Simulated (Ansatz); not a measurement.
# CuO under changes of volume

One of the cells (11.053 Å³/atom); the others are scaled copies at fixed shape and fractional positions:

```
Cu O
1.0
     1.99097   -2.15355    0.00000
     1.99097    2.15355    0.00000
     0.00000    0.00000    5.15593
Cu O
2 2
Direct
  0.50000 0.00000 0.00000
  0.00000 0.50000 0.50000
  0.50000 0.50000 0.25000
  0.50000 0.50000 0.75000
```

Measurements of this composition are mostly on another form, of space group No. 15.

```yaml
Program: Ansatz 0.2.0
Functional: RPBE
Potentials_or_basis: Ansatz PAW
Cutoff: "420 eV (not typed: the program's choice for these potentials)"
k_mesh: 9 × 9 × 5
Occupations: fermi-dirac, width 0.05 eV
Spin: no spin polarisation
```

| volume (Å³/atom) | energy over the lowest point (meV/atom) | pressure (GPa) |
| --- | --- | --- |
| 10.390 | 59.43 | 18.3 |
| 10.611 | 37.30 | 13.9 |
| 10.832 | ? | ? |
| 11.053 | 9.51 | 6.5 |
| 11.274 | 2.72 | 3.4 |
| 11.496 | 0.00 | 0.6 |
| 11.717 | 0.97 | -1.9 |

Problem. What does the run at 10.832 Å³/atom give?

Solution. Energy over the lowest point 20.86 meV/atom; pressure 10.0 GPa.

Worked out: A Birch-Murnaghan fit of order 3 (a polynomial in V^(-2/3)) to the other rows has its minimum at 11.54 Å³/atom with B0 = V·E''(V) = 135 GPa and B' = 4.7 at fixed shape and positions, which overstates the stiffness. It gives 20.86 meV/atom at 10.832 Å³/atom, against the run's 20.86, and -dE/dV = 10.0 GPa, against 10.0.

Energies are extrapolated to zero smearing.

Caveats: the run has no spin polarisation, though such a crystal can be magnetic; the PAW data sets come from PBE, with cores solved anew for the run's functional, which leaves a small shift of forces and pressure.
